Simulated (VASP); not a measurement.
AlN:

```xyz
4
Lattice="3.3121 0.0000 0.0000 -1.6561 2.8684 0.0000 0.0000 0.0000 4.1876" Properties=species:S:1:pos:R:3 pbc="T T T"
Al    0.0000    1.9123    3.1407
Al    1.6561    0.9561    1.0469
N     0.0000    1.9123    1.0469
N     1.6561    0.9561    3.1407
```

Measurements of this composition are mostly on another form, of space group No. 186.

| Property | Result |
| --- | --- |
| Program | VASP 6.6.1 |
| Task | relaxation of cell and atoms |
| Functional | PBEsol |
| Potentials or basis | VASP PAW PBE potentials, release 64 (Al, N) |
| Cutoff | 580 eV |
| k mesh | 9 × 9 × 6 |
| Occupations | gaussian, width 0.02 eV |
| Spin | no spin polarisation |

At the start: pressure -3.6 GPa; volume 9.95 Å³/atom.

Task: How do energy, volume and symmetry change on relaxing?

Result: Over 5 steps the energy falls by 2.2 meV/atom and the volume is 9.76 Å³/atom (-1.8 %); space group P6_3/mmc (No. 194, to 0.05 Å).

Step by step:
| step | energy change (eV) | largest force (eV/Å) | pressure (GPa) | volume (Å³) |
| --- | --- | --- | --- | --- |
| 1 | 0.0000 | 0.0000 | -3.61 | 39.78 |
| 2 | -0.0025 | 0.0000 | 3.32 | 38.51 |
| 3 | -0.0082 | 0.0000 | 0.08 | 39.08 |
| 4 | -0.0088 | 0.0000 | 0.04 | 39.07 |
| 5 | -0.0090 | 0.0000 | 0.03 | 39.05 |

Final structure:
```
Al N
1.0
     3.30094    0.00000    0.00000
    -1.65047    2.85869    0.00000
     0.00000    0.00000    4.13873
Al N
2 2
Direct
  0.33333 0.66667 0.75000
  0.66667 0.33333 0.25000
  0.33333 0.66667 0.25000
  0.66667 0.33333 0.75000
```

Caveat: the PAW data sets were made with another functional, which shifts forces and pressure a little.
